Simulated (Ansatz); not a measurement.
# Deforming TiAl

```xyz
2
Lattice="2.8373 0.0000 0.0000 0.0000 2.8373 0.0000 0.0000 0.0000 4.0591" Properties=species:S:1:pos:R:3 pbc="T T T"
Ti    0.0000    0.0000    0.0000
Al    1.4186    1.4186    2.0295
```

Atom numbers follow the list: Ti1, Al2.

The cell is COD entry 1532769, as deposited and not checked against the literature; nothing was relaxed.

Spin polarisation is left out, and whether a magnetic state lies lower isn't shown here.

All numbers below come from DFT, PBE, all-electron LAPW, scalar-relativistic (Ansatz 0.2.0).

Numerical set-up: a Γ-centred 12×12×8 k mesh, Fermi–Dirac smearing of 0.05 eV, basis error target 1 meV/atom, no spin polarisation.

The unchanged cell is at -0.76 GPa.

In a metal, stresses and small energies carry noise from the k mesh.

x, y and z are the Cartesian axes of the cell as listed; fractional coordinates follow a strain, and an engineering shear is twice the off-diagonal strain component.

With xy engineering shear strain of -1.5 %: energy change under 1 meV/atom; stress change (xx, yy, zz, yz, xz, xy) -0.01, -0.01, 0.04, 0.00, 0.00, 0.69 GPa, compression positive.

(1) With this change (z strained by -3 % at fixed volume), what becomes of the energy and stress?

(2) With this change (atom 1 (Ti) moved by (0.1200, 0.0000, 0.0000) Å), what becomes of the energy and stress and forces?

(3) What force constant does this one finite step give for Ti1 along its displacement (all its periodic images move with it)?

Results:

(1) Energy change +7 meV/atom; stress change (xx, yy, zz, yz, xz, xy) -1.18, -1.18, 2.10, 0.00, 0.00, 0.00 GPa, compression positive.

(2) Energy change +16 meV/atom; stress change (xx, yy, zz, yz, xz, xy) 0.05, 0.29, 0.73, 0.00, 0.00, 0.00 GPa, compression positive; change of the force on Ti1 (-0.523, 0.000, 0.000) eV/Å.

(3) k = −ΔF·u/|u|² = 4.36 eV/Å², so the force pulls the atom back.
